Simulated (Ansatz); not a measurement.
Ca (A7 type), DFT, PBE, PAW with Ansatz's default frozen-core files, scalar-relativistic (Ansatz 0.2.0), on 1 thread of Arm Neoverse V2 (shared host).

Command: `ansatz run input.yaml --threads 1 --pin off --max-ram 2048MiB --backend cpu --events-out ev --progress --plain --runs-dir out`

```yaml
crystal:
  lattice:
    - [1.6293605353, -0.9407117437, 5.3207332287]
    - [0.0, 1.8814234874, 5.3207332287]
    - [-1.6293605353, -0.9407117437, 5.3207332287]
  atoms:
    - { symbol: Ca, position: [0.2499985923, 0.2499985923, 0.2499985923] }
    - { symbol: Ca, position: [-0.2499985923, -0.2499985923, -0.2499985923] }
kpoints:
  mp_grid: { grid: [9, 9, 9] }
scf:
  occupations: { method: fermi_dirac, width: 0.1 }
hamiltonian:
  xc: pbe
  pseudopotentials: { kind: paw }
output:
  forces: true
  stress: true
  write_density: true
  write_potential: true
  elf: true
  volumetric_format: npy
relax:
  f_tol: 0.005
  max_steps: 30
  cell: { stress_tol: 0.38, fix: [volume] }
```

Task: How large is the problem that the program sets up?

Result: 85 irreducible k-points, 1007 plane waves at Γ, 14 bands.

Task: About how long does it take?

Result: 6.1 s of wall time for 9 SCF iterations over 1 geometries. Times on shared machines scatter by tens of per cent.
